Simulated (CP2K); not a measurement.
Sn in CP2K: the effect of functional

Sn:

```
Sn
1.0
     4.57264    0.00000    0.00000
     2.28632    3.96002    0.00000
     2.28632    1.32001    3.73354
Sn
2
Cartesian
  6.8590 3.9600 2.8002
  4.5726 2.6400 1.8668
```

This isn't the form of Sn at room conditions, which is tetragonal (white tin).

Alike in all runs:

| Item | Value |
| --- | --- |
| Program | CP2K 2026.2 |
| Task | band structure |
| Potentials or basis | POTENTIAL_UZH Sn GTH-PBE-q4; TZVP-MOLOPT-PBE-GTH basis |
| Density cutoff | 9184 eV |
| k mesh | 7 × 7 × 7 |
| Occupations | fermi-dirac, width 0.05 eV |
| Spin | no spin polarisation |

Problem. One run gave: pressure 5.5 GPa. Which functional did it use?
A. r2SCAN
B. AM05
C. PBEsol
D. BLYP
E. rev-vdW-DF2

Solution. D.

```csv
functional,pressure (GPa)
LDA,3.9
PBEsol,3.8
rev-vdW-DF2,4.1
BLYP,5.5
AM05,4.0
r2SCAN,3.5
```

Caveats: the potentials were made for another functional, which shifts forces and pressure; the basis of atomic orbitals isn't converged, which shifts pressures, moduli and gaps.

Runs at the PBE level aren't shown here.
